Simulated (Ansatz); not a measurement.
TiC:

```xyz
2
Lattice="0.0000 2.1657 2.1657 2.1657 0.0000 2.1657 2.1657 2.1657 0.0000" Properties=species:S:1:pos:R:3 pbc="T T T"
Ti    0.0000    0.0000    0.0000
C     2.1657    2.1657    2.1657
```

The cell is a database's computed one.

```yaml
Program: Ansatz 0.2.0
Task: relaxation of cell and atoms
Functional: revPBE
Dispersion: D4
Potentials_or_basis: all-electron LAPW, scalar-relativistic
Basis_error_allowed: 0.001 eV/atom
k_mesh: 11 × 11 × 11
Occupations: fermi-dirac, width 0.05 eV
Spin: no spin polarisation
```

At the start: volume 10.16 Å³/atom.

Task: Where does the relaxation end?

Result: Over 4 steps the energy falls by 5.0 meV/atom and the volume is 9.90 Å³/atom (-2.5 %); space group Fm-3m (No. 225, to 0.05 Å).

Step by step:
| step | energy change (eV) | largest force (eV/Å) | volume (Å³) |
| --- | --- | --- | --- |
| 1 | 0.0000 | 0.0000 | 20.32 |
| 2 | -0.0097 | 0.0000 | 19.88 |
| 3 | -0.0099 | 0.0000 | 19.81 |
| 4 | -0.0099 | 0.0000 | 19.81 |

Final structure:
```
CELL_PARAMETERS angstrom
0.00000 2.14758 2.14758
2.14758 0.00000 2.14758
2.14758 2.14758 0.00000
ATOMIC_POSITIONS crystal
Ti 0.00000 0.00000 0.00000
C 0.50000 0.50000 0.50000
```
